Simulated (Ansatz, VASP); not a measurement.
## Sn in VASP and in Ansatz

```
CELL_PARAMETERS angstrom
0.00000 2.39619 2.39619
2.39619 0.00000 2.39619
2.39619 2.39619 0.00000
ATOMIC_POSITIONS crystal
Sn 0.00000 0.00000 0.00000
```

Alike in both runs: task single point; functional revPBE; k mesh 13 × 13 × 13; occupations fermi-dirac, width 0.1 eV; no spin polarisation.

|  | VASP | Ansatz |
| --- | --- | --- |
| version | VASP 6.6.1 | Ansatz 0.2.0 |
| potentials or method | VASP PAW PBE potentials, release 64 (Sn_d) | plane waves (420 eV) with PAW, scalar-relativistic |
| plane-wave cutoff (eV) | 520 | 420 |
| valence electrons in the cell | 14 | 14 |

```csv
,VASP,Ansatz,Ansatz less VASP
pressure (GPa),1.8,1.9,+0.06
```

Caveats: the PAW data sets were made with another functional, which shifts forces and pressure a little (VASP).
